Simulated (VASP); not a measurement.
# SnS2 in VASP: relaxation of cell and atoms with LDA

Aim: the relaxation of cell and atoms of SnS2 with LDA.

Program: VASP 6.6.1. These are calculated values, not measurements. Logs are shortened: lines on timing, memory, paths and dates and some standing lists are left out, and cuts for length are marked.

**1. The sheet as given**

The cell holds a sheet with vacuum, 3 atoms: a = 3.680 Å, b = 3.680 Å, c = 18.960 Å, α = 90.00°, β = 90.00°, γ = 120.00°.

The cell was built by a generator and needn't be a form met in nature.

**2. Relaxation of cell and atoms, LDA**

The input, INCAR:

```
ALGO = Normal
EDIFF = 1E-6
EDIFFG = -0.005
ENCUT = 600
IBRION = 2
ISIF = 3
ISMEAR = 0
KPAR = 2
LASPH = True
LATTICE_CONSTRAINTS = .TRUE. .TRUE. .FALSE.
LCHARG = False
LREAL = False
LWAVE = False
NELM = 120
NSW = 60
PREC = Accurate
SIGMA = 0.03
```

The input, KPOINTS:

```
k-points
0
Gamma
  12 12 1
```

The input, POSCAR:

```
SnS2
1.0
    3.6800000000      0.0000000000      0.0000000000
   -1.8400000000      3.1869734900      0.0000000000
    0.0000000000      0.0000000000     18.9600000000
S Sn
2 1
Direct
    0.3333330000      0.6666670000      0.4219409300
    0.6666670000      0.3333330000      0.5780590700
    0.0000000000      0.0000000000      0.5000000000
```

Potentials or basis: VASP PAW LDA potentials, release 64 (S, Sn_d).

Run with:

```sh
> cat potpaw_LDA.64/S/POTCAR potpaw_LDA.64/Sn_d/POTCAR > POTCAR
> mpirun -np 2 vasp_std > vasp.out
```

OUTCAR:

```text
EDIFF = 1E-6
   EDIFFG = -0.005
   ENCUT = 600
   IBRION = 2
   ISIF = 3
   ISMEAR = 0
   LASPH = True
   LREAL = False
   NELM = 120
   NSW = 60
   PREC = Accurate

 ion  position               nearest neighbor table
   1  0.333  0.667  0.422-   3 2.59   3 2.59   3 2.59
   2  0.667  0.333  0.578-   3 2.59   3 2.59   3 2.59
   3  0.000  0.000  0.500-   1 2.59   2 2.59   2 2.59   1 2.59   2 2.59   1 2.59

  LATTYP: Found a hexagonal cell.
 ALAT       =     3.6800000000
 C/A-ratio  =     5.1521739130

  Lattice vectors:

 A1 = (   3.6800000000,   0.0000000000,   0.0000000000)
 A2 = (  -1.8400000000,   3.1869734900,   0.0000000000)
 A3 = (   0.0000000000,   0.0000000000,  18.9600000000)

Analysis of symmetry for initial positions (statically):
=====================================================================
 Subroutine PRICEL returns:
 Original cell was already a primitive cell.

 Routine SETGRP: Setting up the symmetry group for a
 hexagonal supercell.

 Subroutine GETGRP returns: Found 12 space group operations
 (whereof 12 operations were pure point group operations)
 out of a pool of 24 trial point group operations.

The static configuration has the point symmetry D_3d.

Analysis of symmetry for dynamics (positions and initial velocities):
=====================================================================
 Subroutine PRICEL returns:
 Original cell was already a primitive cell.

 Routine SETGRP: Setting up the symmetry group for a
 hexagonal supercell.

 Subroutine GETGRP returns: Found 12 space group operations
 (whereof 12 operations were pure point group operations)
 out of a pool of 24 trial point group operations.

The dynamic configuration has the point symmetry D_3d.

 Subroutine INISYM returns: Found 12 space group operations
 (whereof 12 operations are pure point group operations),
 and found     1 'primitive' translations

----------------------------------------------------------------------------------------

                                     Primitive cell

  volume of cell :     222.3641

  direct lattice vectors                    reciprocal lattice vectors
     3.680000000  0.000000000  0.000000000     0.271739130  0.156888660  0.000000000
    -1.840000000  3.186973490  0.000000000     0.000000000  0.313777320  0.000000000
     0.000000000  0.000000000 18.960000000     0.000000000  0.000000000  0.052742616

  length of vectors
     3.680000000  3.680000004 18.960000000     0.313777320  0.313777320  0.052742616

  position of ions in fractional coordinates (direct lattice)
     0.333333000  0.666667000  0.421940930
     0.666667000  0.333333000  0.578059070
     0.000000000  0.000000000  0.500000000

  ion indices of the primitive-cell ions
   primitive index   ion index
                 1           1
                 2           2
                 3           3

----------------------------------------------------------------------------------------

 KPOINTS: k-points

Automatic generation of k-mesh.
 Grid dimensions read from file:
 generate k-points for:   12   12    1

 Generating k-lattice:

  Cartesian coordinates                     Fractional coordinates (reciprocal lattice)
     0.022644928  0.013074055  0.000000000     0.083333333 -0.000000000  0.000000000
     0.000000000  0.026148110  0.000000000     0.000000000  0.083333333  0.000000000
     0.000000000  0.000000000  0.052742616     0.000000000  0.000000000  1.000000000

  Length of vectors
     0.026148110  0.026148110  0.052742616

  Shift w.r.t. Gamma in fractional coordinates (k-lattice)
     0.000000000  0.000000000  0.000000000

 Subroutine IBZKPT returns following result:
 ===========================================

 Found     19 irreducible k-points:

 Following reciprocal coordinates:
            Coordinates               Weight
  0.000000  0.000000  0.000000      1.000000
  0.083333 -0.000000  0.000000      6.000000
  0.166667  0.000000  0.000000      6.000000
  0.250000 -0.000000  0.000000      6.000000
  0.333333  0.000000  0.000000      6.000000
  0.416667 -0.000000  0.000000      6.000000
[... 11 lines left out ...]
  0.333333  0.250000  0.000000     12.000000
  0.333333  0.333333  0.000000      2.000000
   k-points           NKPTS =     19   k-points in BZ     NKDIM =     19   number of bands    NBANDS=     17
   number of dos      NEDOS =    301   number of ions     NIONS =      3
   total plane-waves  NPLWV = 144000
   dimension x,y,z NGX =    30 NGY =   30 NGZ =  160
   dimension x,y,z NGXF=    60 NGYF=   60 NGZF=  320
   ions per type =               2   1
   NGX,Y,Z   is equivalent  to a cutoff of  13.55, 13.55, 14.03 a.u.
   NGXF,Y,Z  is equivalent  to a cutoff of  27.11, 27.11, 28.06 a.u.
 SYSTEM =  unknown system
   PREC   = accura    normal or accurate (medium, high low for compatibility)
   ISTART =      0    job   : 0-new  1-cont  2-samecut
   ICHARG =      2    charge: 1-file 2-atom 10-const
   ISPIN  =      1    spin polarized calculation?
   LNONCOLLINEAR =      F non collinear calculations
   LSORBIT =      F    spin-orbit coupling
   LASPH  =      T    aspherical Exc in radial PAW
   ENCUT  =  600.0 eV  44.10 Ry    6.64 a.u.   7.35  7.35 37.87*2*pi/ulx,y,z
   NELM   =    120;   NELMIN=  2; NELMDL= -5     # of ELM steps
   EDIFF  = 0.1E-05   stopping-criterion for ELM
   LREAL  =      F    real-space projection
   EDIFFG = -.5E-02   stopping-criterion for IOM
   NSW    =     60    number of steps for IOM
   IBRION =      2    ionic relax: 0-MD 1-quasi-New 2-CG
   NFREE  =      1    steps in history (QN), initial steepest desc. (CG)
   ISIF   =      3    stress and relaxation
   ISYM   =      2    0-nonsym 1-usesym 2-fastsym
   POTIM  = 0.5000    time-step for ionic-motion
   TEBEG  =    0.0;   TEEND  =   0.0 temperature during run
   PSTRESS=    0.0 pullay stress
   NELECT =      26.0000    total number of electrons
   NUPDOWN=      -1.0000    fix difference up-down
   EMIN   =  10.00;   EMAX   =-10.00  energy-range for DOS
   EFERMI =   0.00;   METHOD = LEGACY
   ISMEAR =     0;   SIGMA  =   0.03  broadening in eV -4-tet -1-fermi 0-gaus
   EFERMI_NEDOS =   21; number of points for ismear=-14 and -15
   IALGO  =     38    algorithm
   IMIX   =      4    mixing-type and parameters
     AMIX     =   0.40;   BMIX     =  1.00
     AMIX_MAG =   1.60;   BMIX_MAG =  1.00
  volume/ion in A,a.u.               =      74.12       500.20
  Fermi-wavevector in a.u.,A,eV,Ry     =   0.800530  1.512783  8.719276  0.640849
  Thomas-Fermi vector in A             =   1.907844
   LORBIT       =      0    0 simple, 1 ext, 2 COOP (PROOUT), +10 PAW based schemes
   GGA     = CA    functional components
   LHFCALC =     F    Hartree Fock is set to
   AEXX    =    0.0000 exact exchange contribution
   IVDW    =     0    specifies the selected vdW correction
   LEPSILON=     F    determine dielectric tensor
   LRPA    =     F    only Hartree local field effects (RPA)
 conjugate gradient relaxation of ions
 non-spin polarized calculation
 Gauss-broadening in eV      SIGMA  =   0.03
  energy-cutoff  :      600.00
  volume of cell :      222.36
 maximum number of plane-waves:      7509
 NGX is ok and might be reduce to    30
   NGX = 15   NGY = 15   NGZ = 75

--------------------------------------- Ionic step        1  -------------------------------------------

 number of electron      25.9999999 magnetization

 Free energy of the ion-electron system (eV)
  ---------------------------------------------------
  ext. energy  EPLUGINS =         0.00000000
  ---------------------------------------------------
  free energy    TOTEN  =       -14.91374231 eV

  energy without entropy =      -14.91374231  energy(sigma->0) =      -14.91374231

------------------------ aborting loop because EDIFF is reached ----------------------------------------

  FORCE on cell =-STRESS in cart. coord.  units (eV):
  Direction    XX          YY          ZZ          XY          YZ          ZX
  --------------------------------------------------------------------------------------
  -------------------------------------------------------------------------------------
  Total       -1.6008163     -1.6008163     -1.0906754     -0.0000000      0.0000000      0.0000000
  in kB      -11.5341998    -11.5341999     -7.8585334     -0.0000000      0.0000000      0.0000000
  external PRESSURE =     -10.3089777 kB  Pullay stress =       0.0000000 kB

 VOLUME and BASIS-vectors are now :
 -----------------------------------------------------------------------------
  energy-cutoff  :      600.00
  volume of cell :      222.36
      direct lattice vectors                 reciprocal lattice vectors
     3.680000000  0.000000000  0.000000000     0.271739130  0.156888660  0.000000000
    -1.840000000  3.186973490  0.000000000     0.000000000  0.313777320  0.000000000
     0.000000000  0.000000000 18.960000000     0.000000000  0.000000000  0.052742616
[... 38 lines left out ...]
 POSITION                                       TOTAL-FORCE (eV/Angst)
 -----------------------------------------------------------------------------------
     -0.00000      2.06996      8.01767         0.000000      0.000000     -0.204319
      1.79264      1.03498     10.94233        -0.000000     -0.000000      0.204319
      3.58527      0.00000      9.48000         0.000000      0.000000      0.000000
 -----------------------------------------------------------------------------------
    total drift:                                0.000000     -0.000000     -0.000000

  FREE ENERGIE OF THE ION-ELECTRON SYSTEM (eV)
  ---------------------------------------------------
  free  energy   TOTEN  =       -14.9375688108 eV

  energy  without entropy=      -14.9375688108  energy(sigma->0) =      -14.93756881

--------------------------------------- Ionic step        3  -------------------------------------------

 number of electron      25.9999998 magnetization

 Free energy of the ion-electron system (eV)
  ---------------------------------------------------
  ext. energy  EPLUGINS =         0.00000000
  ---------------------------------------------------
  free energy    TOTEN  =       -14.94644550 eV

  energy without entropy =      -14.94644550  energy(sigma->0) =      -14.94644550

 E-fermi :  -3.1342     XC(G=0):  -3.6013

 val. band max:       -3.3179777084   @ k =   0.1667   0.0000   0.0000
 cond. band min:      -1.8337800855   @ k =   0.5000  -0.0000   0.0000
 fundamental gap:      1.4841976228
 Fermi energy:        -3.1342390760

 k-point     1 :       0.0000    0.0000    0.0000
  band No.  band energies     occupation
      1     -24.0672      2.00000
      2     -24.0672      2.00000
      3     -24.0125      2.00000
      4     -23.9839      2.00000
      5     -23.9839      2.00000
      6     -17.0188      2.00000
[... 9 lines left out ...]
     16       2.0841      0.00000
     17       2.0842      0.00000
[... 380 lines left out ...]
 POSITION                                       TOTAL-FORCE (eV/Angst)
 -----------------------------------------------------------------------------------
     -0.00000      2.08819      8.01178        -0.000000      0.000000      0.002154
      1.80843      1.04410     10.94822         0.000000      0.000000     -0.002154
      0.00000      0.00000      9.48000        -0.000000      0.000000      0.000000
 -----------------------------------------------------------------------------------
    total drift:                                0.000000      0.000000      0.000000

  FREE ENERGIE OF THE ION-ELECTRON SYSTEM (eV)
  ---------------------------------------------------
  free  energy   TOTEN  =       -14.9464454977 eV

  energy  without entropy=      -14.9464454977  energy(sigma->0) =      -14.94644550

 reached required accuracy - stopping structural energy minimisation
```

Wall time 97 s (2 MPI ranks of Intel Xeon Platinum 8488C (Sapphire Rapids), shared host); peak memory 0.34 GiB.

What came out:

- Free energy: -14.9464 eV
- Relaxed volume: 71.60 Å³/atom
- Relaxed cell: a = 3.617 Å, b = 3.617 Å, c = 18.960 Å, α = 90.00°, β = 90.00°, γ = 120.00°
- Space group after relaxing (to 0.05 Å): P-3m1 (No. 164)
- Energy gained by relaxing: 10.9 meV/atom
- Ionic steps: 3
- Band gap on the k mesh: 1.48 eV, indirect (least direct gap 1.76 eV)

Forces in eV/Å, atoms in the order of the input:
```
S    0.000  0.000  0.002
S    0.000  0.000 -0.002
Sn   0.000  0.000  0.000
```

Step by step:
```
step  energy change (eV)  largest force (eV/Å)  pressure (GPa)  volume (Å³)
   1              0.0000                0.3663           -1.03       222.36
   2             -0.0238                0.2043            0.60       211.06
   3             -0.0327                0.0022            0.00       214.80
```

Final structure:
```
CELL_PARAMETERS angstrom
3.61686 0.00000 0.00000
-1.80843 3.13229 0.00000
0.00000 0.00000 18.96000
ATOMIC_POSITIONS crystal
S 0.33333 0.66667 0.42256
S 0.66667 0.33333 0.57744
Sn 0.00000 0.00000 0.50000
```

Caveat: spin-orbit coupling is left out, which moves the levels of the heavy elements.
